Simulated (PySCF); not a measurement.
Screening by computed properties: pick the candidate that meets the target.

Species are written as SMILES; each is one conformer at its optimised geometry, gas phase, non-relativistic unless stated; the electronic structure was computed with PySCF and density fitting.

Dipoles, sizes and rotational constants follow the conformer. The torsions of the flexible species, by atom-mapped SMILES:
- `[CH2:1]=[CH:2][CH2:3][n:4]1[n:5][cH:6][cH:7][c:8]1[O:9][CH3:10]`: C1–C2–C3–N4 -125°, C2–C3–N4–N5 -84°, C7–C8–O9–C10 -2°
- `[CH3:1][Si:2]([CH3:3])([CH3:4])[C@H:5]([F:6])[Cl:7]`: C1–Si2–C5–F6 60°
- `[CH3:1][CH2:2][c:3]1[cH:4][c:5]([CH:6]=[O:7])[n:8][n:9]1[CH3:10]`: C1–C2–C3–C4 1°, C4–C5–C6–O7 0°
- `[CH3:1][S:2][C:3]1=[CH:4][Si@@H:5]([NH2:6])[Si@@H:7]1[CH3:8]`: C1–S2–C3–C4 179°, H–N6–Si5–C4 -87°, H–N6–Si5–C4 50°
- `[H]/[N:9]=[CH:8]/[C:5]([SiH2:4][C:2]([CH3:1])=[O:3])([CH3:6])[CH3:7]`: C1–C2–Si4–C5 -141°, C2–Si4–C5–C6 -61°, Si4–C5–C8–N9 7°
- `[OH:1][CH2:2][CH2:3][OH:4]`: O1–C2–C3–O4 63°, H–O1–C2–C3 -179°, H–O4–C3–C2 -52°

Question: Wanted: smallest rotational constant below 0.63 GHz (GFN2-xTB) and HOMO–LUMO gap below 8 eV (PBE0/pcSseg-1), at GFN2-xTB geometries. Which candidate meets both?
A. `[H]/N=C/C(C)(C)[SiH2]C(C)=O` (C6H13NOSi)
B. `CSC1=C[Si@@H](N)[Si@@H]1C` (C4H11NSSi2)
C. `C[Si](C)(C)[C@H](F)Cl` (C4H10ClFSi)
D. `CCc1cc(C=O)nn1C` (C7H10N2O)
E. `O(c1n(ncc1)CC=C)C` (C7H10N2O)
F. `OCCO` (C2H6O2)

Answer: B. Computed values:
```csv
species,smallest rotational constant,HOMO–LUMO gap
CSC1=C[Si@@H](N)[Si@@H]1C (C4H11NSSi2),0.609 GHz,5.80 eV
CCc1cc(C=O)nn1C (C7H10N2O),0.661 GHz,6.08 eV
O(c1n(ncc1)CC=C)C (C7H10N2O),0.773 GHz,6.56 eV
[H]/N=C/C(C)(C)[SiH2]C(C)=O (C6H13NOSi),0.947 GHz,5.65 eV
C[Si](C)(C)[C@H](F)Cl (C4H10ClFSi),1.066 GHz,8.60 eV
OCCO (C2H6O2),4.585 GHz,8.81 eV
```
